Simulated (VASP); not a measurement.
**GaN (strained rocksalt): a r²SCAN single-point calculation in VASP**

INCAR

```
NBANDS = 16
ISIF = 2
ISMEAR = 0
LCHARG = .FALSE.
LWAVE = .FALSE.
NELM = 120
NSW = 0
ALGO = Normal
IBRION = -1
LREAL = .FALSE.
PREC = Accurate
LASPH = .TRUE.
EDIFF = 1E-7
METAGGA = R2SCAN
ENCUT = 520
SIGMA = 0.01
```

KPOINTS

```
KPOINTS created by Atomic Simulation Environment
0
Gamma
10 10 10
0 0 0
```

KPOINTS_OPT

```
special points
7
Reciprocal
0.0000000000 0.0000000000 0.0000000000 1
0.5000000000 0.0000000000 0.5000000000 1
0.6250000000 0.2500000000 0.6250000000 1
0.3750000000 0.3750000000 0.7500000000 1
0.5000000000 0.5000000000 0.5000000000 1
0.5000000000 0.2500000000 0.7500000000 1
0.1875000000 0.1875000000 0.3750000000 1
```

POSCAR

```
Ga N
 1.0000000000000000
     0.0000000000000000    2.0357714583000002    2.1085152339000000
     2.0357714583000002    0.0000000000000000    2.1085152339000000
     2.0357714583000002    2.0357714583000002    0.0000000000000000
 Ga  N
   1   1
Cartesian
  0.0000000000000000  0.0000000000000000  0.0000000000000000
  2.0357714583000002  2.0357714583000002  2.1085152339000000
```

VASP ran with the recommended PBE PAW datasets (18 valence electrons in the cell).

Command

```
mpirun -np 1 vasp_std
```

From OUTCAR

```
k-points           NKPTS =    102   k-points in BZ     NKDIM =    102   number of bands    NBANDS=     16

   NELECT =      18.0000    total number of electrons

   dimension x,y,z NGX =    24 NGY =   24 NGZ =   24
   dimension x,y,z NGXF=    48 NGYF=   48 NGZF=   48

  energy-cutoff  :      520.00
  volume of cell :       17.48
      direct lattice vectors                 reciprocal lattice vectors
     0.000000000  2.035771458  2.108515234    -0.245607137  0.245607137  0.237133691
     2.035771458  0.000000000  2.108515234     0.245607137 -0.245607137  0.237133691
     2.035771458  2.035771458  0.000000000     0.245607137  0.245607137 -0.237133691

 k-points in reciprocal lattice and weights: KPOINTS created by Atomic Simulation Env
   0.00000000  0.00000000  0.00000000       0.001
   0.10000000 -0.00000000  0.00000000       0.008
   0.20000000 -0.00000000  0.00000000       0.008
   0.30000000  0.00000000  0.00000000       0.008
   0.40000000 -0.00000000  0.00000000       0.008
   0.50000000  0.00000000  0.00000000       0.004
   0.10000000  0.10000000  0.00000000       0.002
   0.20000000  0.10000000  0.00000000       0.008
   ...

 E-fermi :   8.7698

 k-point     1 :       0.0000    0.0000    0.0000
  band No.  band energies     occupation
      1     -10.2294      2.00000
      2      -5.7119      2.00000
      3      -5.6863      2.00000
      4      -5.6863      2.00000
      5      -5.6345      2.00000
      6      -5.5838      2.00000
      7       7.9256      2.00000
      8       7.9256      2.00000
      9       8.2312      2.00000
     10      12.4202      0.00000
     11      24.4060      0.00000
     12      24.6948      0.00000
     13      24.6948      0.00000
     14      25.7174      0.00000
     15      26.1922      0.00000
     16      27.3494      0.00000

 k-point     2 :       0.1000   -0.0000    0.0000
  band No.  band energies     occupation
      1     -10.0171      2.00000
      2      -5.7115      2.00000
      3      -5.6932      2.00000
      4      -5.6761      2.00000
      5      -5.6423      2.00000
      6      -5.6056      2.00000
      7       6.8892      2.00000
      8       7.9771      2.00000
      9       8.1619      2.00000
     10      13.2959      0.00000
     11      22.1842      0.00000
     12      23.7562      0.00000
     13      24.4029      0.00000
     14      25.8087      0.00000
     15      26.6829      0.00000
     16      26.7624      0.00000

 k-point     3 :       0.2000   -0.0000    0.0000
  band No.  band energies     occupation
      1      -9.4015      2.00000
      2      -5.7577      2.00000
      3      -5.7378      2.00000
      4      -5.7252      2.00000
      5      -5.5907      2.00000
      6      -5.5860      2.00000
      7       4.7529      2.00000
      8       8.1221      2.00000
      9       8.1918      2.00000
     10      14.5603      0.00000
     11      20.1394      0.00000
     12      21.9391      0.00000
     13      22.7810      0.00000
     14      26.0482      0.00000
     15      27.2872      0.00000
     16      27.3123      0.00000

 k-point     4 :       0.3000    0.0000    0.0000
  band No.  band energies     occupation
      1      -8.4627      2.00000
      2      -5.8497      2.00000
      3      -5.8259      2.00000
      4      -5.7892      2.00000
      5      -5.5192      2.00000
      6      -5.5075      2.00000
      7       2.5131      2.00000
      8       8.2590      2.00000
      9       8.3251      2.00000
     10      14.9111      0.00000
     11      19.4827      0.00000
     12      20.3224      0.00000
     13      21.0042      0.00000
     14      26.1036      0.00000
     15      29.1701      0.00000
     16      29.2594      0.00000

 k-point     5 :       0.4000   -0.0000    0.0000
  band No.  band energies     occupation
      1      -7.4122      2.00000
      2      -5.9245      2.00000
      3      -5.9087      2.00000
      4      -5.8840      2.00000
      5      -5.4618      2.00000
      6      -5.4378      2.00000
      7       0.6693      2.00000
      8       8.3327      2.00000
      9       8.5132      2.00000
     10      14.5431      0.00000
     11      18.9939      0.00000
     12      19.7837      0.00000
     13      19.9714      0.00000
     14      26.5913      0.00000
     15      31.7494      0.00000
     16      31.9240      0.00000

 k-point     6 :       0.5000    0.0000    0.0000
  band No.  band energies     occupation
      1      -6.8199      2.00000
      2      -6.0047      2.00000
      3      -5.9524      2.00000
      4      -5.9402      2.00000
      5      -5.4396      2.00000
      6      -5.4110      2.00000
      7      -0.1106      2.00000
      8       8.3661      2.00000
      9       8.5920      2.00000
     10      14.3338      0.00000
     11      18.6340      0.00000
     12      19.3505      0.00000
     13      20.1056      0.00000
     14      26.9627      0.00000
     15      34.2602      0.00000
     16      34.2712      0.00000

 k-point     7 :       0.1000    0.1000    0.0000
  band No.  band energies     occupation
      1      -9.9742      2.00000
      2      -5.7311      2.00000
      3      -5.6821      2.00000
      4      -5.6619      2.00000
      5      -5.6619      2.00000
      6      -5.5728      2.00000
      7       7.3260      2.00000
      8       7.6727      2.00000
      9       7.6727      2.00000
     10      13.5751      0.00000
     11      22.3342      0.00000
     12      22.4723      0.00000
     13      24.1932      0.00000
     14      24.1932      0.00000
     15      28.9588      0.00000
     16      28.9631      0.00000

 k-point     8 :       0.2000    0.1000    0.0000
  band No.  band energies     occupation
      1      -9.5317      2.00000
      2      -5.7498      2.00000
      3      -5.7424      2.00000
      4      -5.6593      2.00000
      5      -5.6100      2.00000
      6      -5.5573      2.00000
      7       5.5999      2.00000
      8       7.5189      2.00000
      9       7.8803      2.00000
     10      14.7067      0.00000
     11      20.0648      0.00000
     12      21.0019      0.00000
     13      23.5989      0.00000
     14      24.8770      0.00000
     15      28.6388      0.00000
     16      29.5064      0.00000

 k-point     9 :       0.3000    0.1000    0.0000
  band No.  band energies     occupation
      1      -8.7579      2.00000
      2      -5.8234      2.00000
      3      -5.7585      2.00000
      4      -5.7314      2.00000
      5      -5.5134      2.00000
      6      -5.5020      2.00000
      7       3.4246      2.00000
      8       7.5717      2.00000
      9       7.9235      2.00000
     10      15.5168      0.00000
     11      18.2367      0.00000
     12      20.3735      0.00000
     13      22.3110      0.00000
     14      26.0846      0.00000
     15      28.6607      0.00000
     16      30.6403      0.00000

 k-point    10 :       0.4000    0.1000    0.0000
  band No.  band energies     occupation
      1      -7.8341      2.00000
      2      -5.8929      2.00000
      3      -5.8269      2.00000
      4      -5.7515      2.00000
      5      -5.4506      2.00000
      6      -5.3800      2.00000
      7       1.4116      2.00000
      8       7.7382      2.00000
      9       7.8231      2.00000
     10      15.4978      0.00000
     11      17.3351      0.00000
     12      20.6320      0.00000
     13      20.9494      0.00000
     14      27.0651      0.00000
     15      29.8842      0.00000
     16      32.7850      0.00000

 k-point    11 :       0.5000    0.1000    0.0000
  band No.  band energies     occupation
      1      -7.1496      2.00000
      2      -5.9453      2.00000
      3      -5.8982      2.00000
      4      -5.7404      2.00000
      5      -5.4341      2.00000
      6      -5.2529      2.00000
      7       0.1599      2.00000
      8       7.4351      2.00000
      9       8.1908      2.00000
     10      15.2582      0.00000
     11      17.2365      0.00000
     12      20.0087      0.00000
     13      20.8908      0.00000
     14      27.7837      0.00000
     15      31.7871      0.00000
     16      34.2985      0.00000

 k-point    12 :      -0.4000    0.1000    0.0000
  band No.  band energies     occupation
      1      -7.1814      2.00000
      2      -5.9682      2.00000
      3      -5.9169      2.00000
      4      -5.7682      2.00000
      5      -5.4613      2.00000
      6      -5.2847      2.00000
      7       0.3817      2.00000
      8       7.1646      2.00000
      9       8.5283      2.00000
     10      15.3044      0.00000
     11      17.7681      0.00000
     12      19.7529      0.00000
     13      20.6269      0.00000
     14      27.7392      0.00000
     15      31.3298      0.00000
     16      33.0433      0.00000

 ...

  Total        2.8199652      2.8199652      1.6543893      0.0000000      0.0000000      0.0000000
  in kB      258.5172642    258.5172642    151.6643528      0.0000000      0.0000000      0.0000000
  external PRESSURE =     222.8996271 kB  Pullay stress =       0.0000000 kB

 POSITION                                       TOTAL-FORCE (eV/Angst)
 -----------------------------------------------------------------------------------
      0.00000      0.00000      0.00000        -0.000000      0.000000      0.000000
      2.03577      2.03577      2.10852         0.000000     -0.000000     -0.000000
 -----------------------------------------------------------------------------------
    total drift:                                0.000000     -0.000000     -0.000000

  FREE ENERGIE OF THE ION-ELECTRON SYSTEM (eV)
  ---------------------------------------------------
  free  energy   TOTEN  =       -20.8746524224 eV

  energy  without entropy=      -20.8746524224  energy(sigma->0) =      -20.87465242
```

The gap between bands v and c is 1.44 eV and the least direct gap is 4.19 eV. The pressure is 22.3 GPa.

Band v is the last that the valence electrons fill when counted band by band, and c is the next.

The run took about 42 s on one core of a shared host (Intel Xeon 6975P-C) and held 0.18 GiB at most.
